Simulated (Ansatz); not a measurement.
Runs of Ansatz 0.2.0 on ZrN. It takes space group Fm-3m (No. 225, cubic). Conventional cell: a = 4.600 Å, b = 4.600 Å, c = 4.600 Å, α = 90.00°, β = 90.00°, γ = 90.00°. Zr (site symmetry m-3m) is surrounded by 6 N at 2.30 Å. N (site symmetry m-3m) has 6 Zr at 2.30 Å as nearest neighbours. 

| task | level | cell | points for each segment of the path | gap on the mesh (eV) | pressure (GPa) | relaxed volume (Å³/atom) |
| --- | --- | --- | --- | --- | --- | --- |
| relaxation of cell and atoms | HSE06 | relaxed | - | none | 0.0 | (a) |
| relaxation of cell and atoms | HSE03 | relaxed | - | none | 0.0 | 11.88 |
| band structure | HSEsol | as given | 4 | none | -11.1 | - |
| band structure | HSE06 | as given | 4 | none | -6.5 | - |

Alike in all rows: potentials or basis Ansatz PAW; no spin polarisation; k mesh 5 × 5 × 5; cutoff (eV) 420; smearing fermi-dirac 0.05 eV; the mesh is coarse, so values aren't converged.

Fill in the values left out.

(a) 11.86.

Caveats: all runs use coarse meshes; the PAW data sets come from PBE, with cores solved anew for the run's functional, which leaves a small shift of forces and pressure; the plane-wave basis is chosen anew once the cell has moved, so the energies of steps on either side of that aren't comparable (some runs); the thresholds are loose for stress (some runs).

A k mesh can miss the band edges, and the runs leave out spin-orbit coupling on Zr.

A gap of «none» marks a metal or a gap under the smearing width.
